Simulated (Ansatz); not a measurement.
HfO2:

```
CELL_PARAMETERS angstrom
5.11800 0.00000 0.00000
0.00000 5.18570 0.00000
-0.85866 0.00000 5.21387
ATOMIC_POSITIONS crystal
Hf 0.27550 0.46030 0.70800
Hf 0.72450 0.96030 0.79200
Hf 0.72450 0.53970 0.29200
Hf 0.27550 0.03970 0.20800
O 0.07420 0.16840 0.84670
O 0.92580 0.66840 0.65330
O 0.92580 0.83160 0.15330
O 0.07420 0.33160 0.34670
O 0.44870 0.74190 0.98010
O 0.55130 0.24190 0.51990
O 0.55130 0.25810 0.01990
O 0.44870 0.75810 0.48010
```

* Program: Ansatz 0.2.0
* Task: relaxation of cell and atoms
* Functional: BLYP
* Dispersion: D3(BJ)
* Potentials or basis: Ansatz PAW
* Cutoff: 420 eV (not typed: the program's choice for these potentials)
* k mesh: 5 × 5 × 5
* Occupations: fermi-dirac, width 0.05 eV
* Spin: no spin polarisation

At the start: volume 11.53 Å³/atom.

Q: Where does the relaxation end?

A: It ends after 8 steps and the volume is 11.73 Å³/atom (+1.7 %); space group P2_1/c (No. 14, to 0.05 Å).

The path:
```tsv
step	energy change (eV)	largest force (eV/Å)	volume (Å³)
1	0.0000	0.5280	138.38
2	-0.0231	0.2420	141.12
3	-0.0490	0.0793	140.81
4	-0.0503	0.0989	140.67
5	-0.0520	0.0102	140.67
6	-0.0668	0.0111	140.67
7	-0.0662	0.0013	140.78
8	-0.0669	0.0013	140.78
```

Final structure:
```
CELL_PARAMETERS angstrom
5.14343 0.00000 -0.00495
0.00000 5.20488 0.00000
-0.86797 0.00000 5.25960
ATOMIC_POSITIONS crystal
Hf 0.27594 0.45853 0.70838
Hf 0.72406 0.95853 0.79162
Hf 0.72406 0.54147 0.29162
Hf 0.27594 0.04147 0.20838
O 0.06914 0.16800 0.84444
O 0.93086 0.66800 0.65556
O 0.93086 0.83200 0.15556
O 0.06914 0.33200 0.34444
O 0.44696 0.74242 0.97824
O 0.55304 0.24242 0.52176
O 0.55304 0.25758 0.02176
O 0.44696 0.75758 0.47824
```

Caveat: the plane-wave basis is chosen anew once the cell has moved, so the energies of steps on either side of that aren't comparable; the pressure holds a Pulay correction of +0.9 GPa for the finite cutoff; the PAW data sets come from PBE, with cores solved anew for the run's functional, which leaves a small shift of forces and pressure.
